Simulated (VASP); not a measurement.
The system is MoS2.

```
CELL_PARAMETERS angstrom
3.16900 0.00000 0.00000
-1.58450 2.74443 0.00000
0.00000 0.00000 12.32400
ATOMIC_POSITIONS crystal
Mo 0.66667 0.33333 0.75000
Mo 0.33333 0.66667 0.25000
S 0.66667 0.33333 0.37700
S 0.33333 0.66667 0.87700
S 0.66667 0.33333 0.12300
S 0.33333 0.66667 0.62300
```

| Property | Result |
| --- | --- |
| Program | VASP 6.6.1 |
| Task | relaxation of cell and atoms |
| Functional | PBEsol |
| Potentials or basis | VASP PAW PBE potentials, release 64 (Mo_sv, S) |
| Cutoff | 600 eV |
| k mesh | 10 × 10 × 3 |
| Occupations | fermi-dirac, width 0.05 eV |
| Spin | no spin polarisation |

At the start: pressure -3.0 GPa; volume 17.86 Å³/atom.

Task: How do energy, volume and symmetry change on relaxing?

Result: Over 18 steps the energy falls by 4.4 meV/atom and the volume is 17.88 Å³/atom (+0.1 %); space group P6_3/mmc (No. 194, to 0.05 Å).

The path:
| step | energy change (eV) | largest force (eV/Å) | pressure (GPa) | volume (Å³) |
| --- | --- | --- | --- | --- |
| 1 | 0.0000 | 0.3127 | -2.97 | 107.18 |
| 2 | 0.0562 | 0.7593 | 6.44 | 102.12 |
| 3 | -0.0204 | 0.0335 | -0.01 | 105.42 |
| 4 | -0.0204 | 0.0404 | 0.06 | 105.38 |
| 5 | -0.0228 | 0.0403 | 0.13 | 105.22 |
| 6 | -0.0228 | 0.0417 | 0.13 | 105.22 |
| 7 | -0.0232 | 0.0495 | 0.03 | 105.39 |
| 8 | -0.0241 | 0.0737 | -0.29 | 105.93 |
| 9 | -0.0240 | 0.1213 | -0.88 | 107.00 |
| 10 | -0.0243 | 0.0936 | -0.55 | 106.39 |
| 11 | -0.0244 | 0.0909 | -0.53 | 106.41 |
| 12 | -0.0247 | 0.0815 | -0.49 | 106.47 |
| 13 | -0.0252 | 0.0633 | -0.39 | 106.58 |
| 14 | -0.0259 | 0.0267 | -0.21 | 106.81 |
| 15 | -0.0261 | 0.0474 | 0.17 | 107.27 |
| 16 | -0.0262 | 0.0209 | 0.03 | 107.11 |
| 17 | -0.0263 | 0.0176 | 0.03 | 107.15 |
| 18 | -0.0264 | 0.0063 | 0.00 | 107.26 |

Final structure:
```xyz
6
Lattice="3.1422 0.0000 0.0000 -1.5711 2.7212 0.0000 0.0000 0.0000 12.5449" Properties=species:S:1:pos:R:3 pbc="T T T"
Mo    1.5711    0.9071    9.4086
Mo    0.0000    1.8141    3.1362
S     1.5711    0.9071    4.6946
S     0.0000    1.8141   10.9670
S     1.5711    0.9071    1.5778
S     0.0000    1.8141    7.8503
```

Caveat: the PAW data sets were made with another functional, which shifts forces and pressure a little; this functional lacks dispersion, which binds the layers, so the pressure and a relaxed spacing across them are unreliable.
